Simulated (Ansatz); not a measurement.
**LuH2 under changes of volume**

One of the cells (10.624 Å³/atom); the others are scaled copies at fixed shape and fractional positions:

```
Lu H
1.0
     0.00000    2.51650    2.51650
     2.51650    0.00000    2.51650
     2.51650    2.51650    0.00000
Lu H
1 2
Direct
  0.00000 0.00000 0.00000
  0.75000 0.75000 0.75000
  0.25000 0.25000 0.25000
```

| Item | Value |
| --- | --- |
| Program | Ansatz 0.2.0 |
| Functional | PBEsol |
| Potentials or basis | all-electron LAPW, scalar-relativistic |
| Cutoff | 258 eV (chosen from the basis error) |
| Basis error allowed | 0.001 eV/atom |
| k mesh | 9 × 9 × 9 |
| Occupations | fermi-dirac, width 0.05 eV |
| Spin | no spin polarisation |

| volume (Å³/atom) | energy over the lowest point (meV/atom) | pressure (GPa) |
| --- | --- | --- |
| 9.987 | 0.84 | 1.7 |
| 10.199 | 0.00 | -0.4 |
| 10.412 | 1.83 | -2.3 |
| 10.624 | 6.06 | -4.0 |
| 10.837 | ? | ? |
| 11.049 | 20.87 | -7.0 |
| 11.262 | 31.04 | -8.3 |

Q: What does the run at 10.837 Å³/atom give?

A: Energy over the lowest point 12.48 meV/atom; pressure -5.6 GPa.

Worked out: A Birch-Murnaghan fit of order 3 (a polynomial in V^(-2/3)) to the other rows has its minimum at 10.16 Å³/atom with B0 = V·E''(V) = 98 GPa and B' = 4.0. It gives 12.50 meV/atom at 10.837 Å³/atom, against the run's 12.48, and -dE/dV = -5.6 GPa, against -5.6.

Energies are extrapolated to zero smearing.

The runs don't all hold the same shells in valence.
